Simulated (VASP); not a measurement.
# MgH2 (Fm-3m) in VASP: notebook

The runs below take MgH2 through single point, with PBE.

All numbers are computed with VASP 6.6.1; they aren't measurements. Logs are shortened: lines on timing, memory, paths and dates and some standing lists are left out, and cuts for length are marked.

### 1 The crystal as given

It takes space group Fm-3m (No. 225, cubic). Conventional cell: a = 4.762 Å, b = 4.762 Å, c = 4.762 Å, α = 90.00°, β = 90.00°, γ = 90.00°. Mg (site symmetry m-3m) has 8 H at 2.06 Å as nearest neighbours. H (site symmetry -43m) has 4 Mg at 2.06 Å as nearest neighbours.

Measurements of this composition are mostly on another form, of space group No. 136.

### 2 Single point, PBE

The input, INCAR:

```
PREC = Accurate
ENCUT = 450
EDIFF = 1E-7
ISMEAR = 0
SIGMA = 0.02
LREAL = False
LASPH = True
NELM = 100
ALGO = Fast
ISIF = 2
LWAVE = False
LCHARG = False
GGA = PE
```

The input, KPOINTS:

```
Automatic mesh
0
Gamma
  5 5 5
```

The input, POSCAR:

```
MgH2
1.0
    0.0000000000      2.3810671667      2.3810671667
    2.3810671667      0.0000000000      2.3810671667
    2.3810671667      2.3810671667      0.0000000000
Mg H
1 2
Direct
    0.0000000000      0.0000000000      0.0000000000
    0.2500000000      0.2500000000      0.2500000000
    0.7500000000      0.7500000000      0.7500000000
```

Potentials or basis: VASP PAW PBE potentials, release 64 (Mg_GW, H_GW).

Run with:

```
$ cat potpaw_PBE.64/Mg_GW/POTCAR potpaw_PBE.64/H_GW/POTCAR > POTCAR
$ mpirun -np 1 vasp_std > vasp.out
```

OUTCAR:

```text
PREC = Accurate
   ENCUT = 450
   EDIFF = 1E-7
   ISMEAR = 0
   LREAL = False
   LASPH = True
   NELM = 100
   ISIF = 2
   GGA = PE

 ion  position               nearest neighbor table
   1  0.000  0.000  0.000-
   2  0.250  0.250  0.250-
   3  0.750  0.750  0.750-

  LATTYP: Found a face centered cubic cell.
 ALAT       =     4.7621343334

  Lattice vectors:

 A1 = (   0.0000000000,   2.3810671667,   2.3810671667)
 A2 = (   2.3810671667,   0.0000000000,   2.3810671667)
 A3 = (   2.3810671667,   2.3810671667,   0.0000000000)

Analysis of symmetry for initial positions (statically):
=====================================================================
 Subroutine PRICEL returns:
 Original cell was already a primitive cell.

 Routine SETGRP: Setting up the symmetry group for a
 face centered cubic supercell.

 Subroutine GETGRP returns: Found 48 space group operations
 (whereof 48 operations were pure point group operations)
 out of a pool of 48 trial point group operations.

The static configuration has the point symmetry O_h .

Analysis of symmetry for dynamics (positions and initial velocities):
=====================================================================
 Subroutine PRICEL returns:
 Original cell was already a primitive cell.

 Routine SETGRP: Setting up the symmetry group for a
 face centered cubic supercell.

 Subroutine GETGRP returns: Found 48 space group operations
 (whereof 48 operations were pure point group operations)
 out of a pool of 48 trial point group operations.

The dynamic configuration has the point symmetry O_h .

 Subroutine INISYM returns: Found 48 space group operations
 (whereof 48 operations are pure point group operations),
 and found     1 'primitive' translations

----------------------------------------------------------------------------------------

                                     Primitive cell

  volume of cell :      26.9988

  direct lattice vectors                    reciprocal lattice vectors
     0.000000000  2.381067167  2.381067167    -0.209989876  0.209989876  0.209989876
     2.381067167  0.000000000  2.381067167     0.209989876 -0.209989876  0.209989876
     2.381067167  2.381067167  0.000000000     0.209989876  0.209989876 -0.209989876
[... 63 lines left out ...]
   ISTART =      0    job   : 0-new  1-cont  2-samecut
   ICHARG =      2    charge: 1-file 2-atom 10-const
   ISPIN  =      1    spin polarized calculation?
   LNONCOLLINEAR =      F non collinear calculations
   LSORBIT =      F    spin-orbit coupling
   LASPH  =      T    aspherical Exc in radial PAW
   ENCUT  =  450.0 eV  33.07 Ry    5.75 a.u.   5.82  5.82  5.82*2*pi/ulx,y,z
   NELM   =    100;   NELMIN=  2; NELMDL= -5     # of ELM steps
   EDIFF  = 0.1E-06   stopping-criterion for ELM
   LREAL  =      F    real-space projection
   EDIFFG = 0.1E-05   stopping-criterion for IOM
   NSW    =      0    number of steps for IOM
   IBRION =     -1    ionic relax: 0-MD 1-quasi-New 2-CG
[... 8 lines left out ...]
   EMIN   =  10.00;   EMAX   =-10.00  energy-range for DOS
   EFERMI =   0.00;   METHOD = LEGACY
   ISMEAR =     0;   SIGMA  =   0.02  broadening in eV -4-tet -1-fermi 0-gaus
   EFERMI_NEDOS =   21; number of points for ismear=-14 and -15
   IALGO  =     68    algorithm
   IMIX   =      4    mixing-type and parameters
     AMIX     =   0.40;   BMIX     =  1.00
     AMIX_MAG =   1.60;   BMIX_MAG =  1.00
  volume/ion in A,a.u.               =       9.00        60.73
  Fermi-wavevector in a.u.,A,eV,Ry     =   0.866257  1.636987 10.209817  0.750400
  Thomas-Fermi vector in A             =   1.984619
   LORBIT       =      0    0 simple, 1 ext, 2 COOP (PROOUT), +10 PAW based schemes
   GGA     = PE    functional components
   LHFCALC =     F    Hartree Fock is set to
   AEXX    =    0.0000 exact exchange contribution
   IVDW    =     0    specifies the selected vdW correction
   LEPSILON=     F    determine dielectric tensor
   LRPA    =     F    only Hartree local field effects (RPA)
 non-spin polarized calculation
 RMM-DIIS sequential band-by-band and
 Gauss-broadening in eV      SIGMA  =   0.02
  energy-cutoff  :      450.00
  volume of cell :       27.00
 maximum number of plane-waves:       600
   NGX = 11   NGY = 11   NGZ = 11

 number of electron       4.0000000 magnetization

 Free energy of the ion-electron system (eV)
  ---------------------------------------------------
  ext. energy  EPLUGINS =         0.00000000
  ---------------------------------------------------
  free energy    TOTEN  =        -8.47523575 eV

  energy without entropy =       -8.47481946  energy(sigma->0) =       -8.47502761

 E-fermi :   3.1037     XC(G=0):  -8.9281

 val. band max:        2.4093862801   @ k =   0.2000   0.2000   0.0000
 cond. band min:       3.1232915150   @ k =  -0.4000   0.4000   0.0000
 fundamental gap:      0.7139052349
 Fermi energy:         3.1037330245

 k-point     1 :       0.0000    0.0000    0.0000
  band No.  band energies     occupation
      1      -6.9725      2.00000
      2       3.9147      0.00000
      3      12.2874      0.00000
      4      12.2874      0.00000
      5      12.2874      0.00000
      6      15.6572      0.00000
[... 73 lines left out ...]
 k-point    10 :      -0.4000    0.4000    0.2000
  band No.  band energies     occupation
      1      -2.6578      2.00000
      2      -0.7462      2.00000
      3       4.7570      0.00000
      4       5.2733      0.00000
      5      11.3643      0.00000
      6      13.5897      0.00000

------------------------ aborting loop because EDIFF is reached ----------------------------------------

  FORCE on cell =-STRESS in cart. coord.  units (eV):
  Direction    XX          YY          ZZ          XY          YZ          ZX
  --------------------------------------------------------------------------------------
  -------------------------------------------------------------------------------------
  Total       -0.1979573     -0.1979573     -0.1979573      0.0000000      0.0000000     -0.0000000
  in kB      -11.7472737    -11.7472737    -11.7472737      0.0000000      0.0000000     -0.0000000
  external PRESSURE =     -11.7472737 kB  Pullay stress =       0.0000000 kB

 VOLUME and BASIS-vectors are now :
 -----------------------------------------------------------------------------
  energy-cutoff  :      450.00
  volume of cell :       27.00
      direct lattice vectors                 reciprocal lattice vectors
     0.000000000  2.381067167  2.381067167    -0.209989876  0.209989876  0.209989876
     2.381067167  0.000000000  2.381067167     0.209989876 -0.209989876  0.209989876
     2.381067167  2.381067167  0.000000000     0.209989876  0.209989876 -0.209989876

 POSITION                                       TOTAL-FORCE (eV/Angst)
 -----------------------------------------------------------------------------------
      0.00000      0.00000      0.00000        -0.000000     -0.000000     -0.000000
      1.19053      1.19053      1.19053         0.000000      0.000000      0.000000
      3.57160      3.57160      3.57160        -0.000000     -0.000000     -0.000000
 -----------------------------------------------------------------------------------
    total drift:                                0.000000      0.000000      0.000000

  FREE ENERGIE OF THE ION-ELECTRON SYSTEM (eV)
  ---------------------------------------------------
  free  energy   TOTEN  =        -8.4752357527 eV

  energy  without entropy=       -8.4748194640  energy(sigma->0) =       -8.47502761
```

OSZICAR:

```text
N       E                     dE             d eps       ncg     rms          rms(c)
DAV:   1    -0.161820561450E+01   -0.16182E+01   -0.23283E+03   120   0.517E+02
DAV:   2    -0.892649485120E+01   -0.73083E+01   -0.69752E+01   144   0.557E+01
DAV:   3    -0.914410356534E+01   -0.21761E+00   -0.21761E+00   150   0.125E+01
DAV:   4    -0.914442029298E+01   -0.31673E-03   -0.31673E-03   174   0.486E-01
DAV:   5    -0.914442046012E+01   -0.16714E-06   -0.16714E-06   144   0.113E-02    0.468E+00
RMM:   6    -0.864575780300E+01    0.49866E+00   -0.16944E-01   148   0.283E+00    0.243E+00
RMM:   7    -0.847001152553E+01    0.17575E+00   -0.34019E-01   162   0.424E+00    0.383E-01
RMM:   8    -0.847512516796E+01   -0.51136E-02   -0.15653E-02   141   0.121E+00    0.164E-02
RMM:   9    -0.847523642222E+01   -0.11125E-03   -0.93085E-04   169   0.289E-01    0.256E-02
RMM:  10    -0.847523591626E+01    0.50596E-06   -0.77564E-05   155   0.780E-02    0.817E-03
RMM:  11    -0.847523575596E+01    0.16030E-06   -0.76141E-06   175   0.263E-02    0.419E-03
RMM:  12    -0.847523562873E+01    0.12723E-06   -0.10527E-06   158   0.924E-03    0.424E-04
RMM:  13    -0.847523574140E+01   -0.11267E-06   -0.18912E-07   133   0.416E-03    0.130E-04
RMM:  14    -0.847523575273E+01   -0.11333E-07   -0.21535E-08   108   0.204E-03
   1 F= -.84752358E+01 E0= -.84750276E+01  d E =-.416289E-03
```

stdout:

```text
POSCAR found type information on POSCAR MgH
 POSCAR found :  2 types and       3 ions
 scaLAPACK will be used
 LDA part: xc-table for (Slater+PW92), standard interpolation
 POSCAR, INCAR and KPOINTS ok, starting setup
 FFT: planning ... GRIDC
 FFT: planning ... GRID_SOFT
 FFT: planning ... GRID
 WAVECAR not read
 entering main loop
```

It used 4 s of CPU time on 1 thread of Intel(R) Xeon(R) Platinum 8559C (Emerald Rapids), with other jobs on the host, which was overloaded at the time.

What came out:

* Free energy: -8.4752 eV
* Pressure: -1.2 GPa
* Band gap on the k mesh: none (metal or under the smearing width)

Caveat: the k mesh is coarse (spacing up to 0.46 Å⁻¹), so the values aren't converged.

### 3 Single point, PBE

The input, INCAR:

```
ALGO = Normal ; EDIFF = 1E-7
ENCUT = 450 ; GGA = PE
ISIF = 2 ; ISMEAR = 0
LASPH = T ; LCHARG = F
LREAL = F ; LWAVE = F
NBANDS = 9 ; NELM = 80
PREC = Accurate ; SIGMA = 0.02
```

The input, KPOINTS:

```
k-points
0
Gamma
  4 4 4
```

POSCAR is that of step 2.

Potentials or basis: VASP PAW PBE potentials, release 64 (Mg_GW, H_GW).

Run with:

```
$ cat potpaw_PBE.64/Mg_GW/POTCAR potpaw_PBE.64/H_GW/POTCAR > POTCAR
$ mpirun -np 1 vasp_std > vasp.out
```

OUTCAR:

```text
EDIFF = 1E-7
   ENCUT = 450
   GGA = PE
   ISIF = 2
   ISMEAR = 0
   LASPH = T
   LREAL = F
   NELM = 80
   PREC = Accurate

 ion  position               nearest neighbor table
   1  0.000  0.000  0.000-
   2  0.250  0.250  0.250-
   3  0.750  0.750  0.750-

  LATTYP: Found a face centered cubic cell.
 ALAT       =     4.7621343334

  Lattice vectors:

[... 266 lines left out ...]

------------------------ aborting loop because EDIFF is reached ----------------------------------------

  FORCE on cell =-STRESS in cart. coord.  units (eV):
  Direction    XX          YY          ZZ          XY          YZ          ZX
  --------------------------------------------------------------------------------------
  -------------------------------------------------------------------------------------
  Total       -0.2376345     -0.2376345     -0.2376345      0.0000000      0.0000000      0.0000000
  in kB      -14.1018176    -14.1018176    -14.1018176      0.0000000      0.0000000      0.0000000
  external PRESSURE =     -14.1018176 kB  Pullay stress =       0.0000000 kB

 VOLUME and BASIS-vectors are now :
 -----------------------------------------------------------------------------
  energy-cutoff  :      450.00
  volume of cell :       27.00
      direct lattice vectors                 reciprocal lattice vectors
     0.000000000  2.381067167  2.381067167    -0.209989876  0.209989876  0.209989876
     2.381067167  0.000000000  2.381067167     0.209989876 -0.209989876  0.209989876
     2.381067167  2.381067167  0.000000000     0.209989876  0.209989876 -0.209989876

 POSITION                                       TOTAL-FORCE (eV/Angst)
 -----------------------------------------------------------------------------------
      0.00000      0.00000      0.00000        -0.000000      0.000000     -0.000000
      1.19053      1.19053      1.19053         0.000000      0.000000      0.000000
      3.57160      3.57160      3.57160        -0.000000     -0.000000     -0.000000
 -----------------------------------------------------------------------------------
    total drift:                                0.000000      0.000000     -0.000000

  FREE ENERGIE OF THE ION-ELECTRON SYSTEM (eV)
  ---------------------------------------------------
  free  energy   TOTEN  =        -8.5022006662 eV

  energy  without entropy=       -8.5017185964  energy(sigma->0) =       -8.50195963
```

OSZICAR:

```text
N       E                     dE             d eps       ncg     rms          rms(c)
DAV:   1    -0.452629139622E+01   -0.45263E+01   -0.23361E+03   168   0.354E+02
DAV:   2    -0.904838412983E+01   -0.45221E+01   -0.39859E+01   199   0.415E+01
DAV:   3    -0.914415083056E+01   -0.95767E-01   -0.95731E-01   181   0.610E+00
DAV:   4    -0.914425348608E+01   -0.10266E-03   -0.10265E-03   186   0.197E-01
DAV:   5    -0.914425380666E+01   -0.32058E-06   -0.32043E-06   206   0.102E-02    0.463E+00
DAV:   6    -0.866707659967E+01    0.47718E+00   -0.33522E-01   154   0.217E+00    0.232E+00
DAV:   7    -0.849824014188E+01    0.16884E+00   -0.41688E-01   152   0.267E+00    0.368E-01
DAV:   8    -0.850259803489E+01   -0.43579E-02   -0.10798E-02   161   0.610E-01    0.128E-01
DAV:   9    -0.850218387223E+01    0.41416E-03   -0.12379E-03   164   0.135E-01    0.143E-02
DAV:  10    -0.850220095730E+01   -0.17085E-04   -0.28041E-05   163   0.337E-02    0.793E-03
DAV:  11    -0.850220049882E+01    0.45848E-06   -0.36106E-06   172   0.820E-03    0.105E-03
DAV:  12    -0.850220063605E+01   -0.13724E-06   -0.16372E-07   162   0.217E-03    0.428E-04
DAV:  13    -0.850220066617E+01   -0.30119E-07   -0.47246E-09   112   0.520E-04
   1 F= -.85022007E+01 E0= -.85019596E+01  d E =-.482070E-03
```

stdout:

```text
POSCAR found type information on POSCAR MgH
 POSCAR found :  2 types and       3 ions
 scaLAPACK will be used
 LDA part: xc-table for (Slater+PW92), standard interpolation
 POSCAR, INCAR and KPOINTS ok, starting setup
 FFT: planning ... GRIDC
 FFT: planning ... GRID_SOFT
 FFT: planning ... GRID
 WAVECAR not read
 entering main loop
```

Wall time 4 s (1 thread of Intel Xeon 6975P-C (Granite Rapids), shared host); peak memory 0.13 GiB.

What came out:

* Free energy: -8.5022 eV
* Pressure: -1.4 GPa
* Band gap on the k mesh: none (metal or under the smearing width)

Levels at points of the mesh, in eV from the Fermi level:
```tsv
k point	band 1	band 2	band 3	band 4	band 5	band 6	band 7
(0.00, 0.00, 0.00)	-9.58	1.30	9.69	9.69	9.69	12.21	12.21
(0.50, 0.00, 0.00)	-5.33	-5.23	7.17	7.61	9.39	9.39	9.46
(0.50, 0.50, 0.00)	-5.33	-1.97	0.01	5.07	5.07	8.29	17.09
```

Caveat: the k mesh is coarse (spacing up to 0.57 Å⁻¹), so the values aren't converged.

### 4 Single point, PBE

The input, INCAR:

```
SYSTEM = MgH2
  PREC = Accurate
  ENCUT = 500
  EDIFF = 1E-6
  ISMEAR = 0
  SIGMA = 0.02
  LREAL = .FALSE.
  LASPH = .TRUE.
  NELM = 60
  ALGO = Fast
  ISIF = 2
  LWAVE = .FALSE.
  LCHARG = .FALSE.
  GGA = PE
```

The input, KPOINTS:

```
regular mesh
0
G
  5 5 5
  0 0 0
```

POSCAR is that of step 3.

Run with:

```
$ cat potpaw_PBE.64/Mg_GW/POTCAR potpaw_PBE.64/H_GW/POTCAR > POTCAR
$ mpirun -np 1 vasp_std > vasp.out
```

Run time: 6.2 s. Hardware: 1 thread of Intel Xeon Platinum 8488C (Sapphire Rapids), shared host; peak memory 0.14 GiB.

It converged, with:

```
Free energy            : -8.4815 eV
Pressure               : -0.9 GPa
Band gap on the k mesh : none (metal or under the smearing width)
```

Levels at points of the mesh, in eV from the Fermi level:
| k point | band 1 | band 2 | band 3 | band 4 | band 5 | band 6 |
| --- | --- | --- | --- | --- | --- | --- |
| (0.00, 0.00, 0.00) | -10.08 | 0.80 | 9.18 | 9.18 | 9.18 | 12.54 |

Caveat: the k mesh is coarse (spacing up to 0.46 Å⁻¹), so the values aren't converged.

### 5 The reference run

An earlier run on the cell as given: functional PBE; potentials or basis VASP PAW PBE potentials, release 64 (Mg, H); cutoff 520 eV; k mesh 10 × 10 × 10; occupations fermi-dirac, width 0.05 eV; no spin polarisation.

- Pressure: -0.5 GPa
- Band gap on the k mesh: none (metal or under the smearing width)

### 6 Summary

```csv
potentials or basis,k mesh,cutoff (eV),smearing,mesh quality,gap on the mesh (eV),pressure (GPa)
"VASP PAW PBE potentials, release 64 (Mg_GW, H_GW)",5 × 5 × 5,450,gaussian 0.02 eV,coarse,none,-1.2
"VASP PAW PBE potentials, release 64 (Mg_GW, H_GW)",4 × 4 × 4,450,gaussian 0.02 eV,coarse,none,-1.4
"VASP PAW PBE potentials, release 64 (Mg_GW, H_GW)",5 × 5 × 5,500,gaussian 0.02 eV,coarse,none,-0.9
"VASP PAW PBE potentials, release 64 (Mg, H)",10 × 10 × 10,520,fermi-dirac 0.05 eV,not flagged,none,-0.5
```

Alike in all rows: task single point; level PBE; no spin polarisation; cell as given.

Caveats: some runs use coarse meshes.

Total energies depend on the potentials used, so only differences within one code and one set of settings carry meaning.
